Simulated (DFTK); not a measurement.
## H under changes of volume

One of the cells (11.780 Å³/atom); the others are scaled copies at fixed shape and fractional positions:

```
H
1.0
    -1.69153    1.69153    2.05847
     1.69153   -1.69153    2.05847
     1.69153    1.69153   -2.05847
H
2
Direct
  0.09014 0.09014 0.00000
  0.90986 0.90986 0.00000
```

| Property | Result |
| --- | --- |
| Program | DFTK 0.8.2 |
| Functional | PBE |
| Potentials or basis | dojo.nc.sr.pbe.v0_4_1.standard.upf (PBE) |
| Cutoff | 980 eV |
| k mesh | 11 × 11 × 11 |
| Occupations | fermi-dirac, width 0.05 eV |
| Spin | no spin polarisation |

| volume (Å³/atom) | energy over the lowest point (meV/atom) | pressure (GPa) | gap on the mesh (eV) | largest force (eV/Å) |
| --- | --- | --- | --- | --- |
| 11.073 | 7.15 | 1.9 | 9.12 | 0.793 |
| 11.309 | 4.64 | 1.5 | 9.10 | 0.597 |
| 11.544 | 2.71 | 1.1 | 9.08 | 0.410 |
| 11.780 | 1.32 | 0.7 | 9.06 | 0.231 |
| 12.015 | 0.43 | 0.4 | 9.04 | 0.060 |
| 12.251 | 0.00 | 0.1 | 9.01 | 0.104 |
| 12.487 | ? | ? | ? | ? |

Question: What does the run at 12.487 Å³/atom give?

Answer: Energy over the lowest point 0.01 meV/atom; pressure -0.2 GPa; gap on the mesh 8.99 eV; largest force 0.261 eV/Å.

Worked out: A Birch-Murnaghan fit of order 3 (a polynomial in V^(-2/3)) to the other rows has its minimum at 12.37 Å³/atom, just outside them, with B0 = V·E''(V) = 14.8 GPa and B' = 2.9 at fixed shape and positions, which overstates the stiffness. It gives 0.00 meV/atom at 12.487 Å³/atom, against the run's 0.01, and -dE/dV = -0.1 GPa, against -0.2. A straight line through the other rows of the gap, of slope -1.06 eV per unit of ln V, extrapolates to 9.00 eV, against the run's 8.99.

Energies are extrapolated to zero smearing.

Caveats: an odd mesh through Γ misses points on the zone boundary, where band edges often lie.
